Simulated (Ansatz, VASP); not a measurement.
## Two plane-wave programs on Ca

```
Ca
1.0
     0.00000    2.84900    2.84900
     2.84900    0.00000    2.84900
     2.84900    2.84900    0.00000
Ca
1
Direct
  0.00000 0.00000 0.00000
```

Alike in both runs: task single point; functional PBEsol; k mesh 8 × 8 × 8; occupations fermi-dirac, width 0.05 eV; no spin polarisation.

|  | VASP | Ansatz |
| --- | --- | --- |
| version | VASP 6.6.1 | Ansatz 0.2.0 |
| potentials or method | VASP PAW PBE potentials, release 64 (Ca_sv) | JTH PAW |
| plane-wave cutoff (eV) | 520 | 870 |
| valence electrons in the cell | 10 | 10 |

|  | VASP | Ansatz | Ansatz less VASP |
| --- | --- | --- | --- |
| gap on the k mesh at the Fermi level (eV) | none | none | - |
| pressure (GPa) | -1.9 | -1.9 | -0.01 |

A gap of «none» marks a metal or a gap that the smearing closes.

Caveats: the PAW data sets were made with another functional, which shifts forces and pressure a little (VASP).
